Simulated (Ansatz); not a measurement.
This geometry of a periodic cell of 17 atoms, Si (host Si, host structure diamond, interstitial Si) is a first-order saddle point.

The calculation used DFT PBEsol, scalar-relativistic, plane waves, PAW in Ansatz. Settings: PAW set soft_1, cutoff 420 eV, k mesh 2x2x2, gaussian smearing 0.02 eV, no spin polarisation.

```xyz
17
Lattice="0.0000 5.4300 5.4300 5.4300 0.0000 5.4300 5.4300 5.4300 0.0000" Properties=species:S:1:pos:R:3
Si -0.248 -0.247 -0.246
Si 1.129 1.130 1.132
Si 2.615 2.614 0.105
Si 3.994 3.994 1.382
Si 2.622 0.101 2.612
Si 3.995 1.383 3.996
Si 5.403 2.791 2.791
Si 6.683 4.173 4.167
Si 0.102 2.622 2.614
Si 1.382 3.996 3.997
Si 2.791 5.403 2.792
Si 4.174 6.685 4.165
Si 2.789 2.789 5.405
Si 4.170 4.166 6.686
Si 5.654 5.654 5.655
Si 7.031 7.031 7.033
Si 8.819 8.823 8.833
```

Question: Which two structures does it join? (They come from a converged band through this point; their orientation in space is the band's.)

Answer: Contacts lost: Si1–Si17. Contacts made: Si16–Si17. The atom that moves furthest is Si17, by 2.35 Å.

First end point:

```xyz
17
Lattice="0.0000 5.4300 5.4300 5.4300 0.0000 5.4300 5.4300 5.4300 0.0000" Properties=species:S:1:pos:R:3
Si 0.020 0.020 0.020
Si 1.354 1.351 1.361
Si 2.687 2.687 0.028
Si 4.071 4.071 1.391
Si 2.695 0.021 2.694
Si 4.073 1.391 4.072
Si 5.434 2.710 2.711
Si 6.754 4.071 4.074
Si 0.023 2.692 2.692
Si 1.390 4.073 4.071
Si 2.710 5.435 2.710
Si 4.071 6.754 4.074
Si 2.712 2.712 5.433
Si 4.074 4.073 6.755
Si 5.435 5.435 5.435
Si 6.788 6.789 6.787
Si 9.499 9.496 9.506
```

Last end point:

Only the atoms that move by more than 0.05 Å are listed.
```
Si17 8.139 8.143 8.141
```

Question: How far does it lie above each of them?

Answer: 0.294 eV above the first and 0.295 eV above the second. This is the barrier of this one path; another mechanism may lie lower. Limits of this set-up: coarse k mesh, PAW files made for another functional.

Time of the run: 2.7 min on 1 thread of AMD EPYC 9R45 96-Core Processor (Zen 5), with other jobs on the host, peak memory 0.87 GiB.
